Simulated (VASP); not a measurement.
Write the native input for VASP 6.6.1 that does the following.

```yaml
Task: band structure
Functional: TB-mBJ
Potentials_or_basis: VASP PAW PBE potentials, release 64 (Pb_d, S)
Cutoff: 520 eV
k_mesh: 6 × 6 × 6
Occupations: gaussian, width 0.02 eV
Spin: spin-orbit coupling, no magnetisation
Ladder: free
Further_INCAR_settings: ALGO = Normal; EDIFF = 1e-06
```

The system is PbS (Galena).

```
Pb S
1.0
     0.00000    2.96575    2.96575
     2.96575    0.00000    2.96575
     2.96575    2.96575    0.00000
Pb S
1 1
Direct
  0.00000 0.00000 0.00000
  0.50000 0.50000 0.50000
```

One way to write it, as run:

POSCAR

```
PbS
1.0
    0.0000000000      2.9657500000      2.9657500000
    2.9657500000      0.0000000000      2.9657500000
    2.9657500000      2.9657500000      0.0000000000
Pb S
1 1
Direct
    0.0000000000      0.0000000000      0.0000000000
    0.5000000000      0.5000000000      0.5000000000
```

INCAR.step1

```
SYSTEM = PbS
PREC = Accurate
ENCUT = 520
EDIFF = 1E-5
ISMEAR = 0
SIGMA = 0.02
LREAL = .False.
LASPH = .True.
NELM = 80
ALGO = Normal
ISIF = 2
LWAVE = .True.
LCHARG = .False.
MAGMOM = 0 0 0 0 0 0
LORBIT = 11
LSORBIT = .True.
GGA_COMPAT = .False.
GGA = PE
KPAR = 2
```

INCAR.step2

```
SYSTEM = PbS
PREC = Accurate
ENCUT = 520
EDIFF = 1E-6
ISMEAR = 0
SIGMA = 0.02
LREAL = .False.
LASPH = .True.
NELM = 80
ALGO = Normal
ISIF = 2
LWAVE = .False.
LCHARG = .False.
MAGMOM = 0 0 0 0 0 0
LORBIT = 11
LSORBIT = .True.
GGA_COMPAT = .False.
METAGGA = MBJ
ISTART = 1
KPAR = 2
```

KPOINTS

```
Automatic mesh
0
Gamma
  6 6 6
  0 0 0
```

KPOINTS_OPT

```
path GXWKGLUWLK,UX
15
line-mode
reciprocal
 0.0000000000  0.0000000000  0.0000000000  G
 0.5000000000  0.0000000000  0.5000000000  X

 0.5000000000  0.0000000000  0.5000000000  X
 0.5000000000  0.2500000000  0.7500000000  W

 0.5000000000  0.2500000000  0.7500000000  W
 0.3750000000  0.3750000000  0.7500000000  K

 0.3750000000  0.3750000000  0.7500000000  K
 0.0000000000  0.0000000000  0.0000000000  G

 0.0000000000  0.0000000000  0.0000000000  G
 0.5000000000  0.5000000000  0.5000000000  L

 0.5000000000  0.5000000000  0.5000000000  L
 0.6250000000  0.2500000000  0.6250000000  U

 0.6250000000  0.2500000000  0.6250000000  U
 0.5000000000  0.2500000000  0.7500000000  W

 0.5000000000  0.2500000000  0.7500000000  W
 0.5000000000  0.5000000000  0.5000000000  L

 0.5000000000  0.5000000000  0.5000000000  L
 0.3750000000  0.3750000000  0.7500000000  K

 0.6250000000  0.2500000000  0.6250000000  U
 0.5000000000  0.0000000000  0.5000000000  X
```

Potentials or basis: VASP PAW PBE potentials, release 64 (Pb_d, S).

Command:

```sh
$ cat potpaw_PBE.64/Pb_d/POTCAR potpaw_PBE.64/S/POTCAR > POTCAR
$ cp INCAR.step1 INCAR
$ mpirun -np 2 vasp_ncl > vasp.out
$ cp INCAR.step2 INCAR
$ mpirun -np 2 vasp_ncl > vasp.out
```

It gave:

| Quantity | Value |
| --- | --- |
| Valence electrons inside the program's atomic spheres | Pb 11.69; S 3.91 |

It took 4.1 min on 2 MPI ranks on AMD EPYC 9R45 96-Core Processor (Zen 5), with other jobs on the host, peak memory 0.35 GiB a rank.
